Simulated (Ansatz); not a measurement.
# ZnS: sliding across a plane

The task, for ZnS: slide the crystal rigidly across a (0 -1 0) plane.

Program: Ansatz 0.2.0. Level of theory: DFT r2SCAN, scalar-relativistic, plane waves, PAW. These are calculated values, not measurements.

2 further runs of the same task are left out: 2 set aside as unsound or not needed. Runs told in other sessions of the task aren't counted.

## 1. The starting structure

The structure is cubic, space group F-43m (No. 216). The conventional cell has a = 5.389 Å, b = 5.389 Å, c = 5.389 Å, α = 90.00°, β = 90.00°, γ = 90.00°. Zn (site symmetry -43m) has 4 S at 2.33 Å in its first shell of neighbours. S (site symmetry -43m) is surrounded by 4 Zn at 2.33 Å.

Coordinates:

```xyz
8
Lattice="-2.6945 -2.6945 0.0000 2.6945 -2.6945 0.0000 0.0000 0.0000 10.7781" Properties=species:S:1:pos:R:3 pbc="T T T"
Zn    0.0000   -2.6945    2.6945
Zn    0.0000    0.0000    5.3890
Zn    0.0000   -2.6945    8.0835
Zn    0.0000    0.0000    0.0000
S    -1.3473   -1.3473    4.0418
S     1.3473   -1.3473    6.7363
S    -1.3473   -1.3473    9.4308
S     1.3473   -1.3473    1.3473
```

It is built from the cell relaxed beforehand with the same method (19.56 Å³/atom).

## 2. Zero of the scan

input.yaml reads:

```yaml
crystal:
  lattice:
    - [-2.6945131931, -2.6945131931, 0.0]
    - [2.6945131931, -2.6945131931, 0.0]
    - [0.0, 0.0, 10.7780527726]
  atoms:
    - { symbol: Zn, position: [0.5, 0.5, 0.25] }
    - { symbol: Zn, position: [0.0, 0.0, 0.5] }
    - { symbol: Zn, position: [0.5, 0.5, 0.75] }
    - { symbol: Zn, position: [0.0, 0.0, 0.0] }
    - { symbol: S, position: [0.5, 0.0, 0.375] }
    - { symbol: S, position: [0.0, 0.5, 0.625] }
    - { symbol: S, position: [0.5, 0.0, 0.875] }
    - { symbol: S, position: [0.0, 0.5, 0.125] }
basis:
  ecutwfc: 500
kpoints:
  mp_grid: { grid: [6, 6, 2] }
hamiltonian:
  xc: r2scan
scf:
  occupations: { method: gaussian, width: 0.05 }
output:
  forces: true
  stress: true
  eigenvalues: true
  write_density: true
  write_potential: true
  elf: true
  volumetric_format: npy
```

Launch:

```console
$ ansatz run input.yaml --threads 2 --pin off --max-ram 5120MiB --backend cpu --events-out ev --progress --plain --runs-dir out
```

What it wrote, cut to the lines that bear on the results:

```text
Warning: RAYON_NUM_THREADS=2 ignored (pool sized by the plan → 2); use --threads N
[...]
Pseudopotentials: kind: paw
Pseudopotential: Zn, paw, valence charge 12, recommended cutoff 500 eV (meta_gga), Zn.paw.azcp
Pseudopotential: S, paw, valence charge 6, recommended cutoff 500 eV (meta_gga), S.paw.azcp
Functional definition: r2SCAN
[...]
Crystal: 8 atoms, lattice volume = 156.506 Å³
Basis set: ecut = 500 eV, 3943 PW (Γ), exchange–correlation on 120×120×320 points (64 copies of the dense FFT grid, shifted against one another)
Bands: 44, of which v1, the nominal top of the filled ones, is band 36 counted from 1 (35 counted from 0)
Symmetry: 32 space group operations
Space group: F-43m (ITA 216), of the structure as read, at distance tolerance 5.4e-5 Å
k-points: 20 of 72
[...]
SCF iter   1: F=—  HF=-16933.807279 eV  |F-HF|=—  |Δ(HF+E_count)|=         —  Δρ=1.55e-2  dr2=1.87e-1  dr2_τ=2.64e-2  ethr=1.77e-3  ⟨swp⟩=8.4  Hψ=4112  notcnv=0
[...]
SCF iter   7: F=-16933.798312 eV  HF=-16933.798312 eV  |F-HF|=2.99e-8  |Δ(HF+E_count)|=   6.19e-7  Δρ=7.11e-6  dr2=8.87e-8  dr2_τ=1.31e-9  ethr=1.39e-10  ⟨swp⟩=11.9  Hψ=6808  notcnv=0
[...]
SCF converged after 7 iterations
Free energy (F): -16933.798312 eV
[...]
E sigma→0 (E₀):  -16933.798312 eV
Fermi energy:    6.970680 eV
[...]
--- Forces (eV/Å), atoms counted from 1 ---
  atom   1  Zn    -0.00000000    -0.00000000     0.00000000
  atom   2  Zn    -0.00000000     0.00000000    -0.00000000
  atom   3  Zn    -0.00000000     0.00000000     0.00000000
  atom   4  Zn    -0.00000000    -0.00000000    -0.00000000
  atom   5  S      0.00000000     0.00000000     0.00000000
  atom   6  S      0.00000000     0.00000000     0.00000000
  atom   7  S      0.00000000    -0.00000000     0.00000000
  atom   8  S      0.00000000     0.00000000     0.00000000
[...]
--- Stress (GPa, compression-positive) ---
        0.015646       0.000000      -0.000000
       -0.000000       0.015646       0.000000
        0.000000       0.000000      -0.006506
  P = ⅓ Tr σ = 0.0083 GPa (0.083 kbar)
--- Band table (eV; the first three rows and the last of 20) ---
[...]
```

Run time: 15 s. Hardware: 2 threads of Intel Xeon Platinum 8259CL at 2.50GHz (Skylake/Cascade Lake), shared host; peak memory 0.71 GiB.

Density in a lattice plane of the grid's cell (edges 3.81 and 10.78 Å, at 0.000 of the third edge), which holds Zn and S.

Ten even steps from '0' (0.02 e/Å³) to '9' (46.19 e/Å³):
```
00000000
00000000
00000000
00000000
00000000
00000000
00000000
00000000
00000000
91000001
00000000
00000000
00000000
00000000
00000000
00000000
00000000
00000000
00000000
91000001
```
Columns run along the first of these edges and rows up along the second, over one cell in 8 and 20 even steps from the bottom left corner. Atoms in the plane (fractional): Zn at (0.00, 0.50), Zn at (0.00, 0.00), S at (0.50, 0.38), S at (0.50, 0.88).

ELF in the same plane.

Ten even steps from ' ' (0.00) to '@' (0.85):
```
  ..==@@@@@@==..
..--@@%%..%%@@--
  ==@@##..##@@==
  ..##@@@@@@##..
    ..++**++..  
                
                
......      ....
  ..............
    ..++**++..  
  ..==@@@@@@==..
..--@@%%..%%@@--
  ==@@##..##@@==
  ..##@@@@@@##..
    ..++**++..  
                
                
......      ....
  ..............
    ..++**++..  
```
Columns run along the first of these edges and rows up along the second, over one cell in 8 and 20 even steps from the bottom left corner. Atoms in the plane (fractional): Zn at (0.00, 0.50), Zn at (0.00, 0.00), S at (0.50, 0.38), S at (0.50, 0.88).

Both are smooth fields of the valence electrons: close to the nuclei they are not physical.

Maxima of ELF outside the ion cores: 0.90 on the S–Zn line, 0.8 Å from S.

The cell is repeated 4 times, 8 atoms in all. The reference gives a free energy of -16933.7983 eV, pressure 0.01 GPa, largest force 0.000 eV/Å and gap on the mesh 2.70 eV.

## 3. The scan: sliding across a plane

The cut lies on the cell's a–b face, a (0 -1 0) plane of area 14.52 Å², between layers 1.35 Å apart (Zn below, S above); the cell is 10.8 Å thick. Vector c is tilted by f times 0·a + 1·b (length 3.811 Å) with the atoms' Cartesian places fixed: one unrelaxed fault per cell.

## 4. f = 0.200

input.yaml reads:

```yaml
crystal:
  lattice:
    - [-2.6945131931, -2.6945131931, 0.0]
    - [2.6945131931, -2.6945131931, 0.0]
    - [0.5389026386, -0.5389026386, 10.7780527726]
  atoms:
    - { symbol: Zn, position: [0.5, 0.4625, 0.1875] }
    - { symbol: Zn, position: [0.0, -0.0875, 0.4375] }
    - { symbol: Zn, position: [0.5, 0.3625, 0.6875] }
    - { symbol: Zn, position: [0.0, -0.1875, 0.9375] }
    - { symbol: S, position: [0.5, -0.0625, 0.3125] }
    - { symbol: S, position: [0.0, 0.3875, 0.5625] }
    - { symbol: S, position: [0.5, -0.1625, 0.8125] }
    - { symbol: S, position: [0.0, 0.4875, 0.0625] }
basis:
  ecutwfc: 500
kpoints:
  mp_grid: { grid: [6, 6, 2] }
hamiltonian:
  xc: r2scan
scf:
  occupations: { method: gaussian, width: 0.05 }
output:
  forces: true
  stress: true
  eigenvalues: true
```

Launch:

```console
$ ansatz run input.yaml --threads 2 --pin off --max-ram 5120MiB --backend cpu --events-out ev --progress --plain --runs-dir out
```

What it wrote, cut to the lines that bear on the results:

```text
Warning: RAYON_NUM_THREADS=2 ignored (pool sized by the plan → 2); use --threads N
[...]
[... 4 set-up lines as earlier in the session ...]
[...]
Crystal: 8 atoms, lattice volume = 156.506 Å³
Basis set: ecut = 500 eV, 3955 PW (Γ), exchange–correlation on 120×120×320 points (64 copies of the dense FFT grid, shifted against one another)
Bands: 44, of which v1, the nominal top of the filled ones, is band 36 counted from 1 (35 counted from 0)
Symmetry: 2 space group operations
Space group: Pm (ITA 6), of the structure as read, at distance tolerance 5.4e-5 Å
k-points: 32 of 72 (time reversal used)
[...]
SCF converged after 9 iterations
Free energy (F): -16931.239398 eV
[...]
E sigma→0 (E₀):  -16931.239398 eV
Fermi energy:    7.013345 eV
[...]
--- Forces (eV/Å), atoms counted from 1 ---
  atom   1  Zn    -0.01553143     0.01553143     0.00788418
  atom   2  Zn    -0.00435006     0.00435006    -0.03914818
  atom   3  Zn    -0.07146501     0.07146501    -0.10918158
  atom   4  Zn     5.52394326    -5.52394326    -9.26240670
  atom   5  S      0.02482237    -0.02482237     0.04875958
  atom   6  S      0.03748361    -0.03748361     0.04352457
  atom   7  S      0.50021842    -0.50021842    -0.33553602
  atom   8  S     -5.99511930     5.99511930     9.64611196
[...]
--- Stress (GPa, compression-positive) ---
        4.500874      -4.494460      -8.823611
       -4.494460       4.500874       8.823611
       -8.823611       8.823611      14.104178
  P = ⅓ Tr σ = 7.7020 GPa (77.020 kbar)
--- Band table (eV; the first three rows and the last of 32) ---
[...]
```

Wall time 23 s (2 threads of Intel Xeon Platinum 8259CL at 2.50GHz (Skylake/Cascade Lake), shared host); peak memory 0.75 GiB.

## 5. f = 0.400

input.yaml reads:

```yaml
crystal:
  lattice:
    - [-2.6945131931, -2.6945131931, 0.0]
    - [2.6945131931, -2.6945131931, 0.0]
    - [1.0778052772, -1.0778052772, 10.7780527726]
  atoms:
    - { symbol: Zn, position: [0.5, 0.425, 0.1875] }
    - { symbol: Zn, position: [0.0, -0.175, 0.4375] }
    - { symbol: Zn, position: [0.5, 0.225, 0.6875] }
    - { symbol: Zn, position: [0.0, -0.375, 0.9375] }
    - { symbol: S, position: [0.5, -0.125, 0.3125] }
    - { symbol: S, position: [0.0, 0.275, 0.5625] }
    - { symbol: S, position: [0.5, -0.325, 0.8125] }
    - { symbol: S, position: [0.0, 0.475, 0.0625] }
basis:
  ecutwfc: 500
kpoints:
  mp_grid: { grid: [6, 6, 2] }
hamiltonian:
  xc: r2scan
scf:
  occupations: { method: gaussian, width: 0.05 }
output:
  forces: true
  stress: true
  eigenvalues: true
  write_density: true
  write_potential: true
  elf: true
  volumetric_format: npy
```

Launch:

```console
$ ansatz run input.yaml --threads 2 --pin off --max-ram 5120MiB --backend cpu --events-out ev --progress --plain --runs-dir out
```

What it wrote, cut to the lines that bear on the results:

```text
Warning: RAYON_NUM_THREADS=2 ignored (pool sized by the plan → 2); use --threads N
[...]
[... 4 set-up lines as earlier in the session ...]
[...]
Crystal: 8 atoms, lattice volume = 156.506 Å³
Basis set: ecut = 500 eV, 3937 PW (Γ), exchange–correlation on 120×120×320 points (64 copies of the dense FFT grid, shifted against one another)
Bands: 44, of which v1, the nominal top of the filled ones, is band 36 counted from 1 (35 counted from 0)
[... 2 set-up lines as earlier in the session ...]
k-points: 32 of 72 (time reversal used)
[...]
SCF converged after 10 iterations
Free energy (F): -16920.065638 eV
[...]
E sigma→0 (E₀):  -16920.065638 eV
Fermi energy:    7.054270 eV
[...]
--- Forces (eV/Å), atoms counted from 1 ---
  atom   1  Zn    -0.04561126     0.04561126     0.21231477
  atom   2  Zn    -0.00507508     0.00507508    -0.08127989
  atom   3  Zn    -0.03710568     0.03710568    -0.23555193
  atom   4  Zn    10.72127054   -10.72127054   -54.89613451
  atom   5  S     -0.01014952     0.01014952     0.08801085
  atom   6  S      0.02052326    -0.02052326     0.07983970
  atom   7  S      0.32275525    -0.32275525    -1.15039174
  atom   8  S    -10.96661729    10.96661729    55.98321984
[...]
--- Stress (GPa, compression-positive) ---
        3.456419      -3.322522     -15.739625
       -3.322522       3.456419      15.739625
      -15.739627      15.739627      80.019700
  P = ⅓ Tr σ = 28.9775 GPa (289.775 kbar)
--- Band table (eV; the first three rows and the last of 32) ---
[...]
```

It took 33 s on 2 threads of Intel Xeon Platinum 8259CL at 2.50GHz (Skylake/Cascade Lake), shared host; peak memory 0.75 GiB.

Density in a lattice plane of the grid's cell (edges 3.81 and 10.89 Å, at 0.000 of the third edge), which holds Zn and S.

Ten even steps from ' ' (0.02 e/Å³) to '@' (33.26 e/Å³):
```
        ..@@..  
          ::    
                
                
                
                
                
                
                
                
            ==**
              ::
                
                
                
                
                
                
                
                
```
Columns run along the first of these edges and rows up along the second, over one cell in 8 and 20 even steps from the bottom left corner. Atoms in the plane (fractional): Zn at (0.82, 0.44), Zn at (0.62, 0.94), S at (0.27, 0.56), S at (0.47, 0.06).

ELF in the same plane.

Values, 12 rows by 6 columns:
```
0.12 0.08 0.27 0.08 0.00 0.20
0.05 0.01 0.05 0.12 0.13 0.12
0.02 0.05 0.03 0.02 0.03 0.02
0.41 0.73 0.70 0.31 0.02 0.03
0.78 0.44 0.23 0.82 0.29 0.17
0.30 0.88 0.81 0.82 0.16 0.11
0.12 0.18 0.32 0.18 0.12 0.00
0.13 0.06 0.01 0.03 0.11 0.14
0.02 0.02 0.04 0.04 0.02 0.02
0.02 0.36 0.73 0.73 0.43 0.04
0.03 0.74 0.68 0.12 0.81 0.51
0.07 0.58 0.84 0.59 0.42 0.43
```
Columns run along the first of these edges and rows up along the second, over one cell in 6 and 12 even steps from the bottom left corner. Atoms in the plane (fractional): Zn at (0.82, 0.44), Zn at (0.62, 0.94), S at (0.27, 0.56), S at (0.47, 0.06).

Both are smooth fields of the valence electrons: close to the nuclei they are not physical.

Outside the cores ELF peaks at 0.90 on the S–Zn line, 0.8 Å from S; 0.90 in the shell around S, 0.7 Å from S; 0.88 beside S, off the lines to its neighbours, 0.9 Å from S.

## 6. At f = 0.100

input.yaml reads:

```yaml
crystal:
  lattice:
    - [-2.6945131931, -2.6945131931, 0.0]
    - [2.6945131931, -2.6945131931, 0.0]
    - [0.2694513193, -0.2694513193, 10.7780527726]
  atoms:
    - { symbol: Zn, position: [0.5, 0.48125, 0.1875] }
    - { symbol: Zn, position: [0.0, -0.04375, 0.4375] }
    - { symbol: Zn, position: [0.5, 0.43125, 0.6875] }
    - { symbol: Zn, position: [0.0, -0.09375, 0.9375] }
    - { symbol: S, position: [0.5, -0.03125, 0.3125] }
    - { symbol: S, position: [0.0, 0.44375, 0.5625] }
    - { symbol: S, position: [0.5, -0.08125, 0.8125] }
    - { symbol: S, position: [0.0, 0.49375, 0.0625] }
basis:
  ecutwfc: 500
kpoints:
  mp_grid: { grid: [6, 6, 2] }
hamiltonian:
  xc: r2scan
scf:
  occupations: { method: gaussian, width: 0.05 }
output:
  forces: true
  stress: true
  eigenvalues: true
```

Launch:

```console
$ ansatz run input.yaml --threads 2 --pin off --max-ram 5120MiB --backend cpu --events-out ev --progress --plain --runs-dir out
```

What it wrote, cut to the lines that bear on the results:

```text
[...]
SCF converged after 8 iterations
Free energy (F): -16933.294528 eV
[...]
E sigma→0 (E₀):  -16933.294528 eV
Fermi energy:    6.981535 eV
[...]
--- Forces (eV/Å), atoms counted from 1 ---
  atom   1  Zn     0.00050295    -0.00050295    -0.00329981
  atom   2  Zn    -0.00195209     0.00195209    -0.01206461
  atom   3  Zn    -0.04564261     0.04564261    -0.03177402
  atom   4  Zn     1.78496401    -1.78496401    -1.75816676
  atom   5  S      0.02227338    -0.02227338     0.01514370
  atom   6  S      0.02338407    -0.02338407     0.01366466
  atom   7  S      0.29039732    -0.29039732    -0.07966055
  atom   8  S     -2.07391861     2.07391861     1.85615619
[...]
--- Stress (GPa, compression-positive) ---
        1.337069      -1.334675      -3.108285
       -1.334675       1.337069       3.108285
       -3.108285       3.108285       2.748581
  P = ⅓ Tr σ = 1.8076 GPa (18.076 kbar)
--- Band table (eV; the first three rows and the last of 32) ---
[...]
```

Run time: 22 s. Hardware: 2 threads of Intel Xeon Platinum 8259CL at 2.50GHz (Skylake/Cascade Lake), shared host; peak memory 0.75 GiB.

## 7. Point f = 0.300

input.yaml reads:

```yaml
crystal:
  lattice:
    - [-2.6945131931, -2.6945131931, 0.0]
    - [2.6945131931, -2.6945131931, 0.0]
    - [0.8083539579, -0.8083539579, 10.7780527726]
  atoms:
    - { symbol: Zn, position: [0.5, 0.44375, 0.1875] }
    - { symbol: Zn, position: [0.0, -0.13125, 0.4375] }
    - { symbol: Zn, position: [0.5, 0.29375, 0.6875] }
    - { symbol: Zn, position: [0.0, -0.28125, 0.9375] }
    - { symbol: S, position: [0.5, -0.09375, 0.3125] }
    - { symbol: S, position: [0.0, 0.33125, 0.5625] }
    - { symbol: S, position: [0.5, -0.24375, 0.8125] }
    - { symbol: S, position: [0.0, 0.48125, 0.0625] }
basis:
  ecutwfc: 500
kpoints:
  mp_grid: { grid: [6, 6, 2] }
hamiltonian:
  xc: r2scan
scf:
  occupations: { method: gaussian, width: 0.05 }
output:
  forces: true
  stress: true
  eigenvalues: true
```

Launch:

```console
$ ansatz run input.yaml --threads 2 --pin off --max-ram 5120MiB --backend cpu --events-out ev --progress --plain --runs-dir out
```

What it wrote, cut to the lines that bear on the results:

```text
Warning: RAYON_NUM_THREADS=2 ignored (pool sized by the plan → 2); use --threads N
[...]
[... 4 set-up lines as earlier in the session ...]
[...]
Crystal: 8 atoms, lattice volume = 156.506 Å³
Basis set: ecut = 500 eV, 3943 PW (Γ), exchange–correlation on 120×120×320 points (64 copies of the dense FFT grid, shifted against one another)
Bands: 44, of which v1, the nominal top of the filled ones, is band 36 counted from 1 (35 counted from 0)
[... 2 set-up lines as earlier in the session ...]
k-points: 32 of 72 (time reversal used)
[...]
SCF converged after 10 iterations
Free energy (F): -16926.549362 eV
[...]
E sigma→0 (E₀):  -16926.549362 eV
Fermi energy:    7.046848 eV
[...]
--- Forces (eV/Å), atoms counted from 1 ---
  atom   1  Zn    -0.04356050     0.04356050     0.08221147
  atom   2  Zn    -0.00621484     0.00621484    -0.06300965
  atom   3  Zn    -0.06610216     0.06610216    -0.18654089
  atom   4  Zn    10.80655181   -10.80655181   -27.82903162
  atom   5  S      0.00505413    -0.00505413     0.07554630
  atom   6  S      0.03570679    -0.03570679     0.06688012
  atom   7  S      0.52189456    -0.52189456    -0.74657463
  atom   8  S    -11.25335048    11.25335048    28.60055823
[...]
--- Stress (GPa, compression-positive) ---
        6.364537      -6.298244     -16.301566
       -6.298244       6.364537      16.301566
      -16.301566      16.301566      41.232981
  P = ⅓ Tr σ = 17.9874 GPa (179.874 kbar)
--- Band table (eV; the first three rows and the last of 32) ---
[...]
```

Wall time 26 s (2 threads of Intel Xeon Platinum 8259CL at 2.50GHz (Skylake/Cascade Lake), shared host); peak memory 0.75 GiB.

## 8. At f = 0.500

input.yaml reads:

```yaml
crystal:
  lattice:
    - [-2.6945131931, -2.6945131931, 0.0]
    - [2.6945131931, -2.6945131931, 0.0]
    - [1.3472565966, -1.3472565966, 10.7780527726]
  atoms:
    - { symbol: Zn, position: [0.5, 0.40625, 0.1875] }
    - { symbol: Zn, position: [0.0, -0.21875, 0.4375] }
    - { symbol: Zn, position: [0.5, 0.15625, 0.6875] }
    - { symbol: Zn, position: [0.0, -0.46875, 0.9375] }
    - { symbol: S, position: [0.5, -0.15625, 0.3125] }
    - { symbol: S, position: [0.0, 0.21875, 0.5625] }
    - { symbol: S, position: [0.5, -0.40625, 0.8125] }
    - { symbol: S, position: [0.0, 0.46875, 0.0625] }
basis:
  ecutwfc: 500
kpoints:
  mp_grid: { grid: [6, 6, 2] }
hamiltonian:
  xc: r2scan
scf:
  occupations: { method: gaussian, width: 0.05 }
output:
  forces: true
  stress: true
  eigenvalues: true
```

Launch:

```console
$ ansatz run input.yaml --threads 2 --pin off --max-ram 5120MiB --backend cpu --events-out ev --progress --plain --runs-dir out
```

What it wrote, cut to the lines that bear on the results:

```text
Warning: crystal.symmetry: narrowed to the stabiliser of the k-point mesh — unitary ops 4 → 2; excluded 2 operations that carry a point of the 6×6×2 mesh (shift [0, 0, 0]) off the mesh (the run samples exactly the mesh kpoints.mp_grid names, as under crystal.symmetry.detect: false, and [...]
Warning: RAYON_NUM_THREADS=2 ignored (pool sized by the plan → 2); use --threads N
[...]
[... 4 set-up lines as earlier in the session ...]
[...]
Crystal: 8 atoms, lattice volume = 156.506 Å³
Basis set: ecut = 500 eV, 3945 PW (Γ), exchange–correlation on 120×120×320 points (64 copies of the dense FFT grid, shifted against one another)
Bands: 44, of which v1, the nominal top of the filled ones, is band 36 counted from 1 (35 counted from 0)
[... 1 set-up line as earlier in the session ...]
k-points: 32 of 72 (time reversal used)
[...]
SCF iter   1: F=—  HF=-16916.741877 eV  |F-HF|=—  |Δ(HF+E_count)|=         —  Δρ=1.71e-2  dr2=6.51e-1  dr2_τ=2.40e-1  ethr=1.77e-3  ⟨swp⟩=9.3  Hψ=7385  notcnv=0  defer=1
[...]
SCF iter  10: F=-16916.727154 eV  HF=-16916.727154 eV  |F-HF|=1.96e-9  |Δ(HF+E_count)|=   4.29e-7  Δρ=8.83e-6  dr2=8.90e-8  dr2_τ=2.14e-9  ethr=1.39e-10  ⟨swp⟩=9.6  Hψ=7073  notcnv=0
[...]
SCF converged after 10 iterations
Free energy (F): -16916.727154 eV
[...]
E sigma→0 (E₀):  -16916.727154 eV
Fermi energy:    7.055029 eV
[...]
--- Forces (eV/Å), atoms counted from 1 ---
  atom   1  Zn     0.00002681    -0.00002681     0.28243427
  atom   2  Zn    -0.00001456     0.00001456    -0.09054107
  atom   3  Zn    -0.00000877     0.00000877    -0.25302976
  atom   4  Zn     0.00001149    -0.00001149   -69.13617275
  atom   5  S     -0.00001069     0.00001069     0.09212519
  atom   6  S      0.00002380    -0.00002380     0.08538723
  atom   7  S      0.00004944    -0.00004944    -1.31916004
  atom   8  S     -0.00007754     0.00007754    70.33896022
[...]
--- Stress (GPa, compression-positive) ---
        0.494322      -0.331075      -0.000362
       -0.331075       0.494322       0.000362
       -0.000362       0.000362     100.268987
  P = ⅓ Tr σ = 33.7525 GPa (337.525 kbar)
--- Band table (eV; the first three rows and the last of 32) ---
[...]
```

It took 26 s on 2 threads of Intel Xeon Platinum 8259CL at 2.50GHz (Skylake/Cascade Lake), shared host; peak memory 0.76 GiB.

## 9. Results of the scan

Collected from the runs (energy zero: the undisturbed cell):

```tsv
f	γ (mJ/m²)	shear traction (GPa)	gap on the mesh (eV)
0.000	0	0.0	2.70
0.100	556	32.0	2.68
0.200	2823	93.4	2.61
0.300	7998	176.2	2.55
0.400	15152	172.1	2.51
0.500	18836	0.0	2.48
```

Not run, since symmetry makes them alike: 0.600 repeats 0.400, 0.800 repeats 0.200, 0.700 repeats 0.300, 0.900 repeats 0.100. Energy, pressure and gap are the same there.

## 10. Summary of results

| quantity | value |
| --- | --- |
| highest fault energy sampled | 18836 mJ/m² at f = 0.500 |
| largest shear traction sampled | 176.2 GPa |

What this shows: Of the points run, the one at f = 0.500 is highest, 18836 mJ/m². Nothing is relaxed, so these energies are upper bounds; letting the layers move apart would lower them. The gap on the mesh stays between 2.48 and 2.70 eV. Where forces pass 15 eV/Å atoms stand far too close, the PAW spheres overlap strongly and those numbers are rough.
